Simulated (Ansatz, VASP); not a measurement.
## LiCl: VASP beside Ansatz

Contents of POSCAR:

```
LiCl
1.0
    4.1618736060      0.0000000000      0.0000000000
   -2.0809368030      3.6042882701      0.0000000000
    0.0000000000      0.0000000000      5.2325458168
Li Cl
2 2
Direct
    0.3333333333      0.6666666667      0.2500000000
    0.6666666667      0.3333333333      0.7500000000
    0.6666666667      0.3333333333      0.2500000000
    0.3333333333      0.6666666667      0.7500000000
```

The input INCAR.step1:

```
SYSTEM = LiCl
  ALGO = Normal
  EDIFF = 1E-5
  ENCUT = 520
  GGA = PE
  ISIF = 2
  ISMEAR = 0
  LASPH = .TRUE.
  LCHARG = .FALSE.
  LREAL = .FALSE.
  LWAVE = .TRUE.
  NBANDS = 18
  NELM = 100
  PREC = Accurate
  SIGMA = 0.01
```

The input INCAR.step2:

```
SYSTEM = LiCl
  ALGO = Normal
  EDIFF = 1E-6
  ENCUT = 520
  GGA = PE
  HFSCREEN = 0.2079
  ISIF = 2
  ISMEAR = 0
  ISTART = 1
  LASPH = .TRUE.
  LCHARG = .FALSE.
  LHFCALC = .TRUE.
  LREAL = .FALSE.
  LWAVE = .FALSE.
  NBANDS = 18
  NELM = 100
  PREC = Accurate
  PRECFOCK = Normal
  SIGMA = 0.01
```

The input KPOINTS:

```
k-points
0
G
  6 6 2
  0 0 0
```

Input for Ansatz:

```yaml
crystal:
  lattice:
    - [4.161873606, 0.0, 0.0]
    - [-2.080936803, 3.6042882701, 0.0]
    - [0.0, 0.0, 5.2325458168]
  atoms:
    - { symbol: Li, position: [0.3333333333, 0.6666666667, 0.25] }
    - { symbol: Li, position: [0.6666666667, 0.3333333333, 0.75] }
    - { symbol: Cl, position: [0.6666666667, 0.3333333333, 0.25] }
    - { symbol: Cl, position: [0.3333333333, 0.6666666667, 0.75] }
kpoints:
  mp_grid: { grid: [6, 6, 2] }
hamiltonian:
  xc: hse06
scf:
  occupations: { method: fixed }
  n_extra_bands: 5
output:
  forces: true
  stress: true
  eigenvalues: true
  write_density: true
  write_potential: true
  elf: true
  volumetric_format: npy
```

The cell was built by a generator and needn't be a form met in nature.

Alike in both runs: task single point; functional HSE06; k mesh 6 × 6 × 2; no spin polarisation.

|  | VASP | Ansatz |
| --- | --- | --- |
| version | VASP 6.6.1 | Ansatz 0.2.0 |
| potentials or method | VASP PAW PBE potentials, release 64 (Li_sv, Cl) | plane waves, PAW |
| plane-wave cutoff (eV) | 520 | 420 |
| occupations | gaussian, width 0.01 eV | fixed |
| valence electrons in the cell | 20 | 20 |

```tsv
	VASP	Ansatz	Ansatz less VASP
gap on the k mesh at the Fermi level (eV)	6.95	6.94	-0.003
```

Ansatz warned: «stress_exchange_threshold_loose».

Caveats: the k mesh is coarse (spacing up to 0.60 Å⁻¹), so the values aren't converged, least of all with exact exchange.
